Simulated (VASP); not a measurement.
# La2O3 (P-3m1) in VASP: further runs

One crystal, La2O3, is run at these levels: PBE, RPBE; tasks: relaxation of cell and atoms.

Everything below comes from runs of VASP 6.6.1. Logs are shortened: lines on timing, memory, paths and dates and some standing lists are left out, and cuts for length are marked.

**1. The structure**

The structure is trigonal, space group P-3m1 (No. 164). The conventional cell has a = 3.931 Å, b = 3.931 Å, c = 6.112 Å, α = 90.00°, β = 90.00°, γ = 120.00°. La (site symmetry 3m) is surrounded by 4 O at 2.36 to 2.44 Å. Around O (site symmetry 3m) lie 4 La at 2.36 to 2.44 Å. O (site symmetry -3m) is surrounded by 6 La at 2.72 Å.

The cell is a database's computed one.

**2. Relaxation of cell and atoms, PBE**

Input file INCAR:

```
SYSTEM = La2O3
PREC = Accurate
ENCUT = 600
EDIFF = 1E-6
ISMEAR = 0
SIGMA = 0.03
LREAL = .FALSE.
LASPH = .TRUE.
NELM = 80
ALGO = Normal
ISIF = 3
LWAVE = .FALSE.
LCHARG = .FALSE.
GGA = PE
IBRION = 2
NSW = 90
EDIFFG = -0.01
```

Input file KPOINTS:

```
regular mesh
0
G
  9 9 5
  0 0 0
```

Input file POSCAR:

```
La2O3
1.0
    3.9307778780      0.0000000000      0.0000000000
   -1.9653889390      3.4041534990      0.0000000000
    0.0000000000      0.0000000000      6.1119535200
La O
2 3
Direct
    0.6666666700      0.3333333300      0.7537643200
    0.3333333300      0.6666666700      0.2462356800
    0.6666666700      0.3333333300      0.3541093500
    0.3333333300      0.6666666700      0.6458906500
    0.0000000000      0.0000000000      0.0000000000
```

Potentials or basis: VASP PAW PBE potentials, release 64 (La, O).

Launch:

```bash
$ cat potpaw_PBE.64/La/POTCAR potpaw_PBE.64/O/POTCAR > POTCAR
$ mpirun -np 1 vasp_std > vasp.out
```

OUTCAR:

```text
SYSTEM = La2O3
   PREC = Accurate
   ENCUT = 600
   EDIFF = 1E-6
   ISMEAR = 0
   LREAL = .FALSE.
   LASPH = .TRUE.
   NELM = 80
   ISIF = 3
   GGA = PE
   IBRION = 2
   NSW = 90
   EDIFFG = -0.01

 ion  position               nearest neighbor table
   1  0.667  0.333  0.754-   4 2.36   4 2.36   4 2.36   3 2.44   5 2.72   5 2.72   5 2.72
   2  0.333  0.667  0.246-   3 2.36   3 2.36   3 2.36   4 2.44   5 2.72   5 2.72   5 2.72
   3  0.667  0.333  0.354-   2 2.36   2 2.36   2 2.36   1 2.44
   4  0.333  0.667  0.646-   1 2.36   1 2.36   1 2.36   2 2.44
   5  0.000  0.000  0.000-   1 2.72   2 2.72   1 2.72   2 2.72   1 2.72   2 2.72

  LATTYP: Found a hexagonal cell.
 ALAT       =     3.9307778780
 C/A-ratio  =     1.5548966921

  Lattice vectors:

 A1 = (   3.9307778780,   0.0000000000,   0.0000000000)
 A2 = (  -1.9653889390,   3.4041534990,   0.0000000000)
 A3 = (   0.0000000000,   0.0000000000,   6.1119535200)

Analysis of symmetry for initial positions (statically):
=====================================================================
 Subroutine PRICEL returns:
 Original cell was already a primitive cell.

 Routine SETGRP: Setting up the symmetry group for a
 hexagonal supercell.

 Subroutine GETGRP returns: Found 12 space group operations
 (whereof 12 operations were pure point group operations)
 out of a pool of 24 trial point group operations.

The static configuration has the point symmetry D_3d.

Analysis of symmetry for dynamics (positions and initial velocities):
=====================================================================
 Subroutine PRICEL returns:
 Original cell was already a primitive cell.

 Routine SETGRP: Setting up the symmetry group for a
 hexagonal supercell.

 Subroutine GETGRP returns: Found 12 space group operations
 (whereof 12 operations were pure point group operations)
 out of a pool of 24 trial point group operations.

The dynamic configuration has the point symmetry D_3d.

 Subroutine INISYM returns: Found 12 space group operations
 (whereof 12 operations are pure point group operations),
 and found     1 'primitive' translations

----------------------------------------------------------------------------------------

                                     Primitive cell

  volume of cell :      81.7839

  direct lattice vectors                    reciprocal lattice vectors
     3.930777878  0.000000000  0.000000000     0.254402571  0.146879393  0.000000000
    -1.965388939  3.404153499  0.000000000     0.000000000  0.293758786  0.000000000
     0.000000000  0.000000000  6.111953520     0.000000000  0.000000000  0.163613810

  length of vectors
     3.930777878  3.930777878  6.111953520     0.293758786  0.293758786  0.163613810

  position of ions in fractional coordinates (direct lattice)
     0.666666670  0.333333330  0.753764320
     0.333333330  0.666666670  0.246235680
     0.666666670  0.333333330  0.354109350
     0.333333330  0.666666670  0.645890650
     0.000000000  0.000000000  0.000000000

  ion indices of the primitive-cell ions
   primitive index   ion index
                 1           1
                 2           2
                 3           3
                 4           4
                 5           5

----------------------------------------------------------------------------------------

 KPOINTS: regular mesh

Automatic generation of k-mesh.
 Grid dimensions read from file:
 generate k-points for:    9    9    5

 Generating k-lattice:

  Cartesian coordinates                     Fractional coordinates (reciprocal lattice)
     0.028266952  0.016319933  0.000000000     0.111111111  0.000000000  0.000000000
     0.000000000  0.032639865  0.000000000     0.000000000  0.111111111  0.000000000
     0.000000000  0.000000000  0.032722762     0.000000000  0.000000000  0.200000000

  Length of vectors
     0.032639865  0.032639865  0.032722762

  Shift w.r.t. Gamma in fractional coordinates (k-lattice)
     0.000000000  0.000000000  0.000000000

 Subroutine IBZKPT returns following result:
 ===========================================

 Found     50 irreducible k-points:

 Following reciprocal coordinates:
            Coordinates               Weight
  0.000000  0.000000  0.000000      1.000000
  0.111111  0.000000  0.000000      6.000000
  0.222222  0.000000  0.000000      6.000000
  0.333333  0.000000  0.000000      6.000000
  0.444444  0.000000  0.000000      6.000000
  0.111111  0.111111  0.000000      6.000000
[... 16 lines left out ...]
  0.222222  0.111111  0.200000     12.000000
 -0.111111  0.333333  0.200000     12.000000
 [... further k-points ...]
   k-points           NKPTS =     50   k-points in BZ     NKDIM =     50   number of bands    NBANDS=     24
   number of dos      NEDOS =    301   number of ions     NIONS =      5
   total plane-waves  NPLWV =  51200
   dimension x,y,z NGX =    32 NGY =   32 NGZ =   50
   dimension x,y,z NGXF=    64 NGYF=   64 NGZF=  100
   ions per type =               2   3
   NGX,Y,Z   is equivalent  to a cutoff of  13.53, 13.53, 13.60 a.u.
   NGXF,Y,Z  is equivalent  to a cutoff of  27.07, 27.07, 27.20 a.u.
 SYSTEM =  La2O3
   PREC   = accura    normal or accurate (medium, high low for compatibility)
   ISTART =      0    job   : 0-new  1-cont  2-samecut
   ICHARG =      2    charge: 1-file 2-atom 10-const
   ISPIN  =      1    spin polarized calculation?
   LNONCOLLINEAR =      F non collinear calculations
   LSORBIT =      F    spin-orbit coupling
   LASPH  =      T    aspherical Exc in radial PAW
   ENCUT  =  600.0 eV  44.10 Ry    6.64 a.u.   7.85  7.85 12.21*2*pi/ulx,y,z
   NELM   =     80;   NELMIN=  2; NELMDL= -5     # of ELM steps
   EDIFF  = 0.1E-05   stopping-criterion for ELM
   LREAL  =      F    real-space projection
   EDIFFG = -.1E-01   stopping-criterion for IOM
   NSW    =     90    number of steps for IOM
   IBRION =      2    ionic relax: 0-MD 1-quasi-New 2-CG
   NFREE  =      1    steps in history (QN), initial steepest desc. (CG)
   ISIF   =      3    stress and relaxation
   ISYM   =      2    0-nonsym 1-usesym 2-fastsym
   POTIM  = 0.5000    time-step for ionic-motion
   TEBEG  =    0.0;   TEEND  =   0.0 temperature during run
   PSTRESS=    0.0 pullay stress
   NELECT =      40.0000    total number of electrons
   NUPDOWN=      -1.0000    fix difference up-down
   EMIN   =  10.00;   EMAX   =-10.00  energy-range for DOS
   EFERMI =   0.00;   METHOD = LEGACY
   ISMEAR =     0;   SIGMA  =   0.03  broadening in eV -4-tet -1-fermi 0-gaus
   EFERMI_NEDOS =   21; number of points for ismear=-14 and -15
   IALGO  =     38    algorithm
   IMIX   =      4    mixing-type and parameters
     AMIX     =   0.40;   BMIX     =  1.00
     AMIX_MAG =   1.60;   BMIX_MAG =  1.00
  volume/ion in A,a.u.               =      16.36       110.38
  Fermi-wavevector in a.u.,A,eV,Ry     =   1.289849  2.437462 22.636161  1.663711
  Thomas-Fermi vector in A             =   2.421717
   LORBIT       =      0    0 simple, 1 ext, 2 COOP (PROOUT), +10 PAW based schemes
   GGA     = PE    functional components
   LHFCALC =     F    Hartree Fock is set to
   AEXX    =    0.0000 exact exchange contribution
   IVDW    =     0    specifies the selected vdW correction
   LEPSILON=     F    determine dielectric tensor
   LRPA    =     F    only Hartree local field effects (RPA)
 conjugate gradient relaxation of ions
 non-spin polarized calculation
 Gauss-broadening in eV      SIGMA  =   0.03
  energy-cutoff  :      600.00
  volume of cell :       81.78
 maximum number of plane-waves:      2749
   NGX = 15   NGY = 15   NGZ = 25

--------------------------------------- Ionic step        1  -------------------------------------------

 number of electron      40.0000000 magnetization

 Free energy of the ion-electron system (eV)
  ---------------------------------------------------
  ext. energy  EPLUGINS =         0.00000000
  ---------------------------------------------------
  free energy    TOTEN  =       -41.82526995 eV

  energy without entropy =      -41.82526995  energy(sigma->0) =      -41.82526995

------------------------ aborting loop because EDIFF is reached ----------------------------------------

  FORCE on cell =-STRESS in cart. coord.  units (eV):
  Direction    XX          YY          ZZ          XY          YZ          ZX
  --------------------------------------------------------------------------------------
  -------------------------------------------------------------------------------------
  Total        0.6892299      0.6892299      0.8588415      0.0000000      0.0000000      0.0000000
  in kB       13.5022768     13.5022768     16.8250320      0.0000000      0.0000000      0.0000000
  external PRESSURE =      14.6098619 kB  Pullay stress =       0.0000000 kB
[... 297 lines left out ...]
  energy  without entropy=      -41.8309098100  energy(sigma->0) =      -41.83090981

--------------------------------------- Ionic step        9  -------------------------------------------

 number of electron      39.9999999 magnetization

 Free energy of the ion-electron system (eV)
  ---------------------------------------------------
  ext. energy  EPLUGINS =         0.00000000
  ---------------------------------------------------
  free energy    TOTEN  =       -41.83094522 eV

  energy without entropy =      -41.83094522  energy(sigma->0) =      -41.83094522

 E-fermi :   6.0014     XC(G=0): -10.4019

 val. band max:        5.7878202944   @ k =   0.2222   0.2222   0.4000
 cond. band min:       9.7012283438   @ k =   0.3333   0.3333   0.0000
 fundamental gap:      3.9134080494
 Fermi energy:         6.0014019892

 k-point     1 :       0.0000    0.0000    0.0000
  band No.  band energies     occupation
      1     -24.0162      2.00000
      2     -23.7939      2.00000
      3     -11.0505      2.00000
      4      -9.8243      2.00000
      5      -9.3670      2.00000
      6      -7.4788      2.00000
[... 637 lines left out ...]
     23      10.7985      0.00000
     24      10.9640      0.00000

 [... further k-points ...]

------------------------ aborting loop because EDIFF is reached ----------------------------------------

  FORCE on cell =-STRESS in cart. coord.  units (eV):
  Direction    XX          YY          ZZ          XY          YZ          ZX
  --------------------------------------------------------------------------------------
  -------------------------------------------------------------------------------------
  Total       -0.0021990     -0.0021990     -0.0138283      0.0000000      0.0000000      0.0000000
  in kB       -0.0424826     -0.0424826     -0.2671530      0.0000000      0.0000000      0.0000000
  external PRESSURE =      -0.1173727 kB  Pullay stress =       0.0000000 kB
[... 20 lines left out ...]
  FREE ENERGIE OF THE ION-ELECTRON SYSTEM (eV)
  ---------------------------------------------------
  free  energy   TOTEN  =       -41.8309452173 eV

  energy  without entropy=      -41.8309452173  energy(sigma->0) =      -41.83094522

 reached required accuracy - stopping structural energy minimisation
```

Run time: 5.2 min. Hardware: 1 thread of Intel Xeon 6975P-C (Granite Rapids), shared host; peak memory 0.3 GiB.

Results:

```yaml
Free_energy: -41.8309 eV
Relaxed_volume: 16.59 Å³/atom
Relaxed_cell: a = 3.937 Å, b = 3.937 Å, c = 6.179 Å, α = 90.00°, β = 90.00°, γ = 120.00°
Space_group_after_relaxing_to_0.05_Å: P-3m1 (No. 164)
Energy_gained_by_relaxing: 1.1 meV/atom
Ionic_steps: 9
Pressure_after_relaxing: 0.0 GPa
Largest_force_after_relaxing: 0.008 eV/Å
Band_gap_on_the_k_mesh: 3.91 eV, indirect (least direct gap 3.98 eV)
```

Forces on the atoms (eV/Å):
```
La   0.000  0.000 -0.008
La   0.000  0.000  0.008
O    0.000  0.000  0.008
O    0.000  0.000 -0.008
O    0.000  0.000  0.000
```

The path:
```csv
step,energy change (eV),largest force (eV/Å),pressure (GPa),volume (Å³)
1,0.0000,0.0121,1.46,81.78
2,-0.0011,0.1557,-1.29,83.56
3,-0.0043,0.0847,-0.04,82.73
4,-0.0052,0.0154,-0.03,82.83
5,-0.0054,0.0255,-0.03,82.88
6,-0.0054,0.0298,-0.01,82.90
7,-0.0056,0.0230,0.00,82.90
8,-0.0056,0.0164,0.02,82.90
9,-0.0057,0.0085,-0.01,82.93
```

Final structure:
```xyz
5
Lattice="3.9368 0.0000 0.0000 -1.9684 3.4093 0.0000 0.0000 0.0000 6.1789" Properties=species:S:1:pos:R:3 pbc="T T T"
La    1.9684    1.1364    4.6517
La    0.0000    2.2729    1.5272
O     1.9684    1.1364    2.1897
O     0.0000    2.2729    3.9892
O    -1.9684    3.4093    0.0000
```

Caveat: spin-orbit coupling is left out, which moves the levels of the heavy elements; an odd mesh through Γ misses points on the zone boundary, where band edges often lie. As with any semilocal functional, this PBE gap is likely too small.

[end of part 1 of 2]
